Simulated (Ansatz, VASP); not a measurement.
# Two plane-wave programs on BN

File INCAR:

```
ALGO = Normal ; EDIFF = 1E-7
ENCUT = 520 ; ISIF = 2
ISMEAR = 0 ; LASPH = True
LCHARG = False ; LREAL = False
LWAVE = False ; NBANDS = 11
NELM = 80 ; PREC = Accurate
SIGMA = 0.05
```

KPOINTS

```
k-points
0
Gamma
  12 12 12
```

POSCAR

```
BN
1.0
    0.0000000000      3.7652148384      1.8666808437
    1.3482798077      0.0000000000      1.8666808437
    1.3482798077      3.7652148384      0.0000000000
B N
1 1
Direct
    0.0000486500      0.0000486500      0.9999513500
    0.6666513400      0.6666513400      0.3333486600
```

Input for Ansatz:

```yaml
crystal:
  lattice:
    - [0.0, 3.7652148384, 1.8666808437]
    - [1.3482798077, 0.0, 1.8666808437]
    - [1.3482798077, 3.7652148384, 0.0]
  atoms:
    - { symbol: B, position: [4.865e-05, 4.865e-05, 0.99995135] }
    - { symbol: "N", position: [0.66665134, 0.66665134, 0.33334866] }
basis:
  ecutwfc: 420
kpoints:
  mp_grid: { grid: [12, 12, 12] }
hamiltonian:
  xc: lda
scf:
  occupations: { method: gaussian, width: 0.05 }
output:
  forces: true
  stress: true
  eigenvalues: true
```

Alike in both runs: task single point; functional LDA; k mesh 12 × 12 × 12; occupations gaussian, width 0.05 eV; no spin polarisation.

|  | VASP | Ansatz |
| --- | --- | --- |
| version | VASP 6.6.1 | Ansatz 0.2.0 |
| potentials or method | VASP PAW LDA potentials, release 64 (B, N) | scalar-relativistic, plane waves, PAW |
| plane-wave cutoff (eV) | 520 | 420 |
| valence electrons in the cell | 8 | 8 |

VASP gave:

```
gap on the k mesh at the Fermi level (eV) : 3.56
least direct gap on the mesh (eV)         : 4.69
rms of the force components (eV/Å)        : 4.095
```

Question: Which values does Ansatz return?

Answer: gap on the k mesh at the Fermi level (eV): 3.58; least direct gap on the mesh (eV): 4.70; rms of the force components (eV/Å): 4.122.

Atom by atom the forces differ by 0.026 eV/Å (rms over components).

Caveats: forces of over 1 eV/Å show positions far from the minimum, so gaps and moduli don't describe the material at rest. A k mesh can miss the band edges. Expect the measured gap to be larger: semilocal functionals such as LDA lack the derivative discontinuity.
